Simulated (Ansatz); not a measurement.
# MgSe: pressure up to the limit of the methods

One table from this session's results is given with a row withheld; the runs are named, their logs left out.

The COD entry's cell or inner coordinates are ideal or old and differ from later refinements, so a difference from it is no clean test against experiment.

Method: DFT, r2SCAN, PAW with Ansatz's default frozen-core files, scalar-relativistic, in Ansatz 0.2.0.

### The system as given

Symmetry: Fm-3m, No. 225, cubic system. Conventional cell: a = 5.451 Å, b = 5.451 Å, c = 5.451 Å, α = 90.00°, β = 90.00°, γ = 90.00°. Around Mg (site symmetry m-3m) lie 6 Se at 2.73 Å. Around Se (site symmetry m-3m) lie 6 Mg at 2.73 Å.

As a file:

```
CELL_PARAMETERS angstrom
0.00000 2.72550 2.72550
2.72550 0.00000 2.72550
2.72550 2.72550 0.00000
ATOMIC_POSITIONS crystal
Mg 0.00000 0.00000 0.00000
Se 0.50000 0.50000 0.50000
```

Whether this phase is the stable one at these pressures isn't tested.

Atoms are numbered in the order of the input: Mg1, Se2.

The first run:

Input file input.yaml:

```yaml
crystal:
  lattice:
    - [0.0, 2.7255, 2.7255]
    - [2.7255, 0.0, 2.7255]
    - [2.7255, 2.7255, 0.0]
  atoms:
    - { symbol: Mg, position: [0.0, 0.0, 0.0] }
    - { symbol: Se, position: [0.5, 0.5, 0.5] }
kpoints:
  mp_grid: { grid: [9, 9, 9] }
scf:
  occupations: { method: fermi_dirac, width: 0.03 }
hamiltonian:
  xc: r2scan
  pseudopotentials: { kind: paw }
output:
  forces: true
  stress: true
relax:
  f_tol: 0.01
  max_steps: 30
```

Command:

```
$ ansatz run input.yaml --threads 1 --pin off --max-ram 2048MiB --backend cpu --events-out ev --progress --plain --runs-dir out
```

Steps of the session up to this table: Atoms relaxed at the given volume, PAW; Volume scaled by 1, PAW; Atoms relaxed at 0.75 of the volume, PAW; Volume scaled by 0.75, PAW; Atoms relaxed at 0.65 of the volume, PAW; Volume scaled by 0.65, PAW; Atoms relaxed at 0.6 of the volume, PAW; Volume scaled by 0.6, PAW.

One of the session's tables, all rows but one given; the rest of the session is left out.

| method | volume over the first | volume (Å³/atom) | pressure (GPa) | gap (eV) |
| --- | --- | --- | --- | --- |
| PAW | 1 | 20.246 | 0.79 | 2.50 |
| PAW | 0.75 | ? | ? | ? |
| PAW | 0.65 | 13.160 | 71.83 | 2.60 |
| PAW | 0.6 | 12.148 | 99.66 | 2.06 |

**Question.** Estimate the row for PAW, 0.75.

As computed: volume (Å³/atom): 15.184; pressure (GPa): 36.40; gap (eV): 2.97. In the column «volume (Å³/atom)» it lies between PAW, 0.65 (13.160) and PAW, 1 (20.246).

Limits of these values: Warnings in the runs' records: stress scf threshold loose.
